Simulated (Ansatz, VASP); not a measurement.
## LiS2: VASP beside Ansatz

```
CELL_PARAMETERS angstrom
3.08656 0.00000 0.00000
-1.54328 2.67304 0.00000
0.00000 0.00000 41.22518
ATOMIC_POSITIONS crystal
Li 0.00000 0.00000 0.20036
Li 0.00000 0.00000 0.33330
S 0.33333 0.66667 0.16109
S 0.66667 0.33333 0.24349
S 0.66667 0.33333 0.29017
S 0.33333 0.66667 0.37257
```

Alike in both runs: functional PBE; dispersion D3(BJ); k mesh 15 × 15 × 1; occupations gaussian, width 0.1 eV; no spin polarisation.

Ansatz relaxed the structure, and its values are those at the end. VASP's run is a single point on that final structure, the one shown.

|  | VASP | Ansatz |
| --- | --- | --- |
| version | VASP 6.6.1 | Ansatz 0.2.0 |
| potentials or method | VASP PAW PBE potentials, release 64 (Li_sv, S) | scalar-relativistic, plane waves, PAW |
| plane-wave cutoff (eV) | 520 | 420 |
| valence electrons in the cell | 30 | 30 |

```tsv
	VASP	Ansatz	Ansatz less VASP
gap on the k mesh at the Fermi level (eV)	none	none	-
rms of the force components (eV/Å)	0.073	0.003	-0.0702
```

A gap of «none» marks a metal or a gap that the smearing closes. With one functional, cell and mesh, what is left measures potentials, basis and numerics. Ansatz warned: «slab_cell_height_set».
